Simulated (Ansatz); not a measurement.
# From the elastic tensor of Al$_{2}$Ru to moduli and sound speeds

All numbers below come from DFT PBEsol, scalar-relativistic, plane waves, PAW in Ansatz 0.2.0. Plane waves to 420 eV; Γ-centred k mesh 18×18×18; Fermi-Dirac smearing of 0.15 eV. No spin polarisation.

The structure is tetragonal, space group I4/mmm (No. 139). Conventional cell: a = 3.125 Å, b = 3.125 Å, c = 8.413 Å, α = 90.00°, β = 90.00°, γ = 90.00°. Al (site symmetry 4mm) has 5 Ru at 2.58 to 2.87 Å and 5 Al at 2.67 to 2.69 Å as nearest neighbours. Around Ru (site symmetry 4/mmm) lie 10 Al at 2.58 to 2.87 Å.

In a metal, frequencies and elastic constants depend on the k mesh and the smearing, soft modes and shear constants most.

Relaxed-ion constants (GPa, on the Cartesian axes of the calculation):
```
293.2 127.1 117.9   0.0   0.0   0.0
127.1 293.2 117.9   0.0   0.0   0.0
117.9 117.9 282.3   0.0   0.0   0.0
  0.0   0.0   0.0 168.2   0.0   0.0
  0.0   0.0   0.0   0.0 168.2   0.0
  0.0   0.0   0.0   0.0   0.0 130.9
```

Density 6.268 g/cm³; 3 atoms in 41.07 Å³.

The values that follow are for a polycrystal of randomly turned grains, by Hill's mean where one number stands.

```json
{"Bulk modulus, Voigt / Reuss / Hill": "177.2 / 177.0 / 177.1 GPa", "Shear modulus, Voigt / Reuss / Hill": "127.2 / 115.6 / 121.4 GPa", "Young's modulus": "296 GPa", "Poisson ratio": "0.221", "Pugh ratio B/G": "1.46 (under 1.75, the rule of thumb for brittle)", "Universal anisotropy index": "0.50", "Longitudinal and transverse sound speeds": "7353 and 4401 m/s", "Debye temperature from the mean sound speed": "606 K"}
```

Whether Al2Ru exists in this form wasn't checked.

The tensor describes a stiff aluminide whose anisotropy lies mainly in shear. The axial constants, 293.2 and 282.3 GPa, are close, and the Voigt and Reuss bulk moduli nearly coincide, whereas the shear bounds separate clearly. The stiffest shear is C44, at 168.2 GPa; shear in the basal plane along the directions governed by C11 − C12 is much softer. This resembles the pattern of many bcc-derived intermetallics, where such a distortion can proceed largely by bond rotation with little change in the shortest contacts.

C44 also lies well above C13, a negative Cauchy pressure that points to angular forces beyond a simple central-force picture. Hybridisation between Ru d and Al sp states is the probable source, and would also account for the low Poisson ratio and low B/G. The tensor meets the Born criteria, so the cell resists small homogeneous strains, but this settles neither its stability against phonons at finite wavevector nor its energy relative to the orthorhombic TiSi2-type structure known for this compound.
